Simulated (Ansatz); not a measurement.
Input and command of a plane-wave DFT calculation in Ansatz:

```yaml
crystal:
  lattice:
    - [1.4311214184, 3.577803546, 3.577803546]
    - [3.577803546, 1.4311214184, 3.577803546]
    - [3.577803546, 3.577803546, 1.4311214184]
  atoms:
    - { symbol: Zn, position: [0.0, 0.0, 0.0] }
    - { symbol: S, position: [0.75, 0.75, 0.75] }
basis:
  ecutwfc: 500
kpoints:
  mp_grid: { grid: [8, 8, 8] }
hamiltonian:
  xc: r2scan
scf:
  occupations: { method: gaussian, width: 0.05 }
output:
  forces: true
  stress: true
  eigenvalues: true
```

```bash
ansatz run input.yaml --threads 1 --pin off --max-ram 2560MiB --backend cpu --events-out ev --progress --plain --runs-dir out
```

Processor: Intel(R) Xeon(R) Processor @ 2.50GHz (Skylake/Cascade Lake), 1 thread, on a host shared with other jobs.

Task: How long does it run, and how much memory does it take?

Result: About 16 s on 1 thread of Intel(R) Xeon(R) Processor @ 2.50GHz (Skylake/Cascade Lake), with other jobs on the host, peak memory 0.47 GiB. It solves 13 bands at 65 k points (the mesh reduced by the symmetry that the task leaves, which can be less than the crystal's) with about 1033 plane waves, in 8 SCF iterations.
